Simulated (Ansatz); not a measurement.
# Ni (Ni (110), 5 layers): a single-point run

Aim: a sound single-point run of Ni (Ni (110), 5 layers). The structure is shown as the input types it.

Computed with Ansatz 0.2.0 (DFT, PBE, PAW with Ansatz's default frozen-core files, scalar-relativistic, unless a step's input says otherwise).

### Step 1. The system as given

Symmetry: Pmmm, No. 47, orthorhombic system. The conventional cell has a = 2.488 Å, b = 3.519 Å, c = 20.976 Å, α = 90.00°, β = 90.00°, γ = 90.00°. Around Ni (site symmetry mm2) lie 7 Ni at 2.39 to 2.49 Å. Around Ni (site symmetry mm2) lie 11 Ni at 2.42 to 2.57 Å. Ni (site symmetry mmm) has 12 Ni at 2.39 to 2.51 Å as nearest neighbours.

Structure file:

```cif
data_structure
_symmetry_space_group_name_H-M 'P 1'
_symmetry_Int_Tables_number 1
_cell_length_a 2.4880
_cell_length_b 3.5186
_cell_length_c 20.9761
_cell_angle_alpha 90.000
_cell_angle_beta 90.000
_cell_angle_gamma 90.000
_cell_volume 183.63
loop_
_atom_site_label
_atom_site_type_symbol
_atom_site_fract_x
_atom_site_fract_y
_atom_site_fract_z
_atom_site_occupancy
Ni1 Ni 0.00000 0.00000 0.38604 1
Ni2 Ni 0.50000 0.50000 0.43867 1
Ni3 Ni 0.00000 0.00000 0.50000 1
Ni4 Ni 0.50000 0.50000 0.56133 1
Ni5 Ni 0.00000 0.00000 0.61396 1
```

### Step 2. Input and run

input.yaml reads:

```yaml
crystal:
  lattice:
    - [2.4880369134, 0.0, 0.0]
    - [0.0, 3.5186155466, 0.0]
    - [0.0, 0.0, 20.9761]
  atoms:
    - { symbol: Ni, position: [0.0, 0.0, 0.3860411454], spin: 1.0 }
    - { symbol: Ni, position: [0.5, 0.5, 0.43866702], spin: 1.0 }
    - { symbol: Ni, position: [0.0, 0.0, 0.5000002784], spin: 1.0 }
    - { symbol: Ni, position: [0.5, 0.5, 0.5613327553], spin: 1.0 }
    - { symbol: Ni, position: [0.0, 0.0, 0.6139588009], spin: 1.0 }
magnetization:
  spin_polarized: true
kpoints:
  mp_grid: { grid: [15, 10, 1] }
scf:
  occupations: { method: gaussian, width: 2.0 }
  max_iter: 75
hamiltonian:
  xc: pbe
  pseudopotentials: { kind: paw }
output:
  forces: true
  stress: true
  eigenvalues: true
efield:
  axis: 3
  amplitude: 0.2
  dipole_correction: true
```

Started as:

```
$ ansatz run input.yaml --threads 3 --pin off --max-ram 9216MiB --backend cpu --events-out ev --progress --plain --runs-dir out
```

What happens when this is run?

This run ends as converged, with warnings (seeded moment not kept, vacuum density over bound). Its log warns: «efield: at this solve's end the planar-averaged density reaches 2.38e-5 e/Å³ inside the ramp window [0.9023, 0.0977] (bound 1e-5 e/Å³) ...»

In the input, scf.occupations.method is gaussian; scf.occupations.width is 2.0. A smearing this wide moves electrons out of filled levels into empty ones.

To check: set scf.occupations.method to fermi_dirac and scf.occupations.width to 0.05.
